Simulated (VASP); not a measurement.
# P (R-3m) in VASP: a series of runs, part 2 of 2

VASP 6.6.1. Earlier steps stand in the parts before.

## (4) Relaxation of cell and atoms, LDA, target pressure 25 GPa, at which the enthalpy is minimised

This run uses another cell than the first one, of 12.49 Å³/atom, 0.897 times its volume.

Contents of INCAR:

```
SYSTEM = P
  PREC = Accurate
  ENCUT = 520
  EDIFF = 1E-7
  ISMEAR = 0
  SIGMA = 0.1
  LREAL = .FALSE.
  LASPH = .TRUE.
  NELM = 80
  ALGO = Normal
  ISIF = 3
  LWAVE = .FALSE.
  LCHARG = .FALSE.
  GGA = CA
  IBRION = 2
  NSW = 80
  EDIFFG = -0.002
  PSTRESS = 250
```

Contents of KPOINTS:

```
Automatic mesh
0
G
  15 15 15
  0 0 0
```

Contents of POSCAR:

```
P                                       
1.0
    1.6406698785      0.9472412365      2.6799604893
   -1.6406698785      0.9472412365      2.6799604893
    0.0000000000     -1.8944822789      2.6799604240
  P             
     2
Direct
     0.2499232468366870    0.2499232468366870    0.2499232468580388
     0.7500767531633130    0.7500767531633130    0.7500767531419612
```

Potentials or basis: VASP PAW LDA potentials, release 64 (P).

Run with:

```bash
> cat potpaw_LDA.64/P/POTCAR > POTCAR
> mpirun -np 1 vasp_std > vasp.out
```

OUTCAR:

```text
SYSTEM = P
   PREC = Accurate
   ENCUT = 520
   EDIFF = 1E-7
   ISMEAR = 0
   LREAL = .FALSE.
   LASPH = .TRUE.
   NELM = 80
   ISIF = 3
   GGA = CA
   IBRION = 2
   NSW = 80
   EDIFFG = -0.002
   PSTRESS = 250

 ion  position               nearest neighbor table
   1  0.250  0.250  0.250-   2 2.32   2 2.32   2 2.32   2 2.32   2 2.32   2 2.32
   2  0.750  0.750  0.750-   1 2.32   1 2.32   1 2.32   1 2.32   1 2.32   1 2.32

  LATTYP: Found a trigonal (rhomboedric) cell.
 ALAT       =     3.2819585364
 COS(alpha) =     0.5001885212

  Lattice vectors:

 A1 = (   1.6406698785,   0.9472412365,   2.6799604893)
 A2 = (  -1.6406698785,   0.9472412365,   2.6799604893)
 A3 = (   0.0000000000,  -1.8944822789,   2.6799604240)

Analysis of symmetry for initial positions (statically):
=====================================================================
 Subroutine PRICEL returns:
 Original cell was already a primitive cell.

 Routine SETGRP: Setting up the symmetry group for a
 trigonal (rhombohedral) supercell.

 Subroutine GETGRP returns: Found 12 space group operations
 (whereof 12 operations were pure point group operations)
 out of a pool of 12 trial point group operations.

The static configuration has the point symmetry D_3d.

Analysis of symmetry for dynamics (positions and initial velocities):
[... 173 lines left out ...]
  external PRESSURE =     -62.4852327 kB  Pullay stress =     250.0000000 kB
[... 177 lines left out ...]
--------------------------------------- Ionic step        6  -------------------------------------------

 number of electron       9.9999998 magnetization

 Free energy of the ion-electron system (eV)
  ---------------------------------------------------
  ext. energy  EPLUGINS =         0.00000000
  ---------------------------------------------------
  free energy    TOTEN  =       -11.83979382 eV

  energy without entropy =      -11.83621646  energy(sigma->0) =      -11.83800514

 E-fermi :  12.4838     XC(G=0): -12.1857

 val. band max:       12.4705423154   @ k =   0.4000   0.3333   0.3333
 cond. band min:      12.4851108110   @ k =  -0.2667   0.4667   0.2000
 fundamental gap:      0.0145684956
 Fermi energy:        12.4838387574

 k-point     1 :       0.0000    0.0000    0.0000
  band No.  band energies     occupation
      1      -6.0502      2.00000
      2      10.0309      2.00000
      3      10.0348      2.00000
      4      10.0348      2.00000
      5      13.0390      0.00000
      6      16.4201      0.00000
      7      16.4240      0.00000
      8      16.4240      0.00000
      9      18.4138      0.00000
[... 265 lines left out ...]
 k-point    24 :       0.2000    0.1333   -0.0000
  band No.  band energies     occupation
      1      -5.2647      2.00000
      2       7.0579      2.00000
      3       8.6123      2.00000
      4       9.1451      2.00000
      5      11.9197      2.00000
      6      15.0443      0.00000
      7      16.0961      0.00000
      8      17.6517      0.00000
      9      18.7051      0.00000

 [... further k-points ...]

------------------------ aborting loop because EDIFF is reached ----------------------------------------

  FORCE on cell =-STRESS in cart. coord.  units (eV):
  Direction    XX          YY          ZZ          XY          YZ          ZX
  --------------------------------------------------------------------------------------
  -------------------------------------------------------------------------------------
  Total        3.7865871      3.7865869      3.7830336      0.0000000      0.0000002      0.0000000
  in kB      250.0273348    250.0273201    249.7926980      0.0000000      0.0000135      0.0000000
  external PRESSURE =      -0.0508824 kB  Pullay stress =     250.0000000 kB
[... 21 lines left out ...]
  energy  without entropy=      -11.8362164632  energy(sigma->0) =      -11.83800514

  enthalpy is  TOTEN    =        -8.0536206633 eV   P V=        3.7861731520

 reached required accuracy - stopping structural energy minimisation
```

OSZICAR:

```text
N       E                     dE             d eps       ncg     rms          rms(c)
DAV:   1     0.211858874585E+02    0.21186E+02   -0.50599E+03  6192   0.994E+02
DAV:   2    -0.111331369431E+02   -0.32319E+02   -0.31335E+02  9050   0.132E+02
DAV:   3    -0.119894308945E+02   -0.85629E+00   -0.84338E+00  8223   0.229E+01
DAV:   4    -0.119938509956E+02   -0.44201E-02   -0.44171E-02  9337   0.164E+00
[... 38 lines left out ...]
       N       E                     dE             d eps       ncg     rms          rms(c)
DAV:   1    -0.118397963550E+02    0.17584E-02   -0.85946E-05  7832   0.624E-02    0.135E-02
DAV:   2    -0.118397945955E+02    0.17595E-05   -0.16689E-06  7190   0.107E-02    0.735E-03
DAV:   3    -0.118397938181E+02    0.77739E-06   -0.14546E-06  7668   0.781E-03    0.201E-03
DAV:   4    -0.118397938153E+02    0.27671E-08   -0.71996E-09  3341   0.819E-04
   6 F= -.80536207E+01 E0= -.80518320E+01  d E =-.362276E-05
```

Wall time 50 s (1 thread of Intel Xeon 6975P-C (Granite Rapids), shared host); peak memory 0.18 GiB.

Results:

| Item | Value |
| --- | --- |
| Free energy | -11.8398 eV |
| Relaxed volume | 12.13 Å³/atom |
| Relaxed cell | a = 3.250 Å, b = 3.250 Å, c = 3.250 Å, α = 59.99°, β = 59.99°, γ = 59.99° |
| Space group after relaxing (to 0.05 Å) | Pm-3m (No. 221) |
| Energy change on relaxing (the enthalpy is what falls) | +49.4 meV/atom |
| Ionic steps | 6 |
| Pressure after relaxing | 25.0 GPa |
| Band gap on the k mesh | none (metal or under the smearing width) |

Step by step:
```tsv
step	energy change (eV)	largest force (eV/Å)	pressure (GPa)	volume (Å³)
1	0.0000	0.0006	18.75	24.99
2	0.2840	0.0040	35.02	23.27
3	0.0984	0.0022	24.97	24.27
4	0.1007	0.0022	25.10	24.25
5	0.0971	0.0018	24.90	24.28
6	0.0989	0.0020	24.99	24.26
```

Final structure:
```cif
data_structure
_symmetry_space_group_name_H-M 'P 1'
_symmetry_Int_Tables_number 1
_cell_length_a 3.2498
_cell_length_b 3.2498
_cell_length_c 3.2498
_cell_angle_alpha 59.992
_cell_angle_beta 59.992
_cell_angle_gamma 59.992
_cell_volume 24.26
loop_
_atom_site_label
_atom_site_type_symbol
_atom_site_fract_x
_atom_site_fract_y
_atom_site_fract_z
_atom_site_occupancy
P1 P 0.24993 0.24993 0.24993 1
P2 P 0.75007 0.75007 0.75007 1
```

Levels at points of the mesh, in eV from the Fermi level:
```csv
k point,band 2,band 3,band 4,band 5,band 6,band 7,band 8,band 9
"(0.00, 0.00, 0.00)",-2.45,-2.45,-2.45,0.56,3.94,3.94,3.94,5.93
```

Caveat: the cell is relaxed towards a set pressure, so the enthalpy falls and the energy may rise.

## (5) Relaxation of cell and atoms, LDA, target pressure 25 GPa, at which the enthalpy is minimised

This run uses another cell than the first one, of 12.13 Å³/atom, 0.871 times its volume.

INCAR is that of step 4.

KPOINTS is that of step 4.

Contents of POSCAR:

```
P                                       
1.0
    1.6246948849      0.9380180749      2.6536082744
   -1.6246948849      0.9380180749      2.6536082744
   -0.0000000000     -1.8760359301      2.6536082001
  P             
     2
Direct
     0.2499306696280316    0.2499306696280316    0.2499306696492509
     0.7500693303719683    0.7500693303719683    0.7500693303507491
```

Run with:

```bash
> cat potpaw_LDA.64/P/POTCAR > POTCAR
> mpirun -np 1 vasp_std > vasp.out
```

Wall time 19 s (1 thread of Intel Xeon 6975P-C (Granite Rapids), shared host); peak memory 0.17 GiB.

Results (log left out):

| Quantity | Value |
| --- | --- |
| Free energy | -11.8394 eV |
| Energy change on relaxing (the enthalpy is what falls) | +0.1 meV/atom |
| Ionic steps | 2 |
| Pressure after relaxing | 25.0 GPa |
| Band gap on the k mesh | none (metal or under the smearing width) |

Step by step:
| step | energy change (eV) | largest force (eV/Å) | pressure (GPa) | volume (Å³) |
| --- | --- | --- | --- | --- |
| 1 | 0.0000 | 0.0020 | 25.00 | 24.26 |
| 2 | 0.0001 | 0.0017 | 25.00 | 24.26 |

Final structure:
```yaml
crystal:
  lattice:
    - [1.62472, 0.93803, 2.65342]
    - [-1.62472, 0.93803, 2.65342]
    - [0.00000, -1.87607, 2.65342]
  atoms:
    - { symbol: P, position: [0.24994, 0.24994, 0.24994] }
    - { symbol: P, position: [0.75006, 0.75006, 0.75006] }
```

Levels at points of the mesh, in eV from the Fermi level:
```
           k point  band 3  band 4  band 5  band 6  band 7  band 8
(0.00, 0.00, 0.00)   -2.45   -2.45    0.56    3.94    3.94    3.94
```

Caveat: the cell is relaxed towards a set pressure, so the enthalpy falls and the energy may rise.
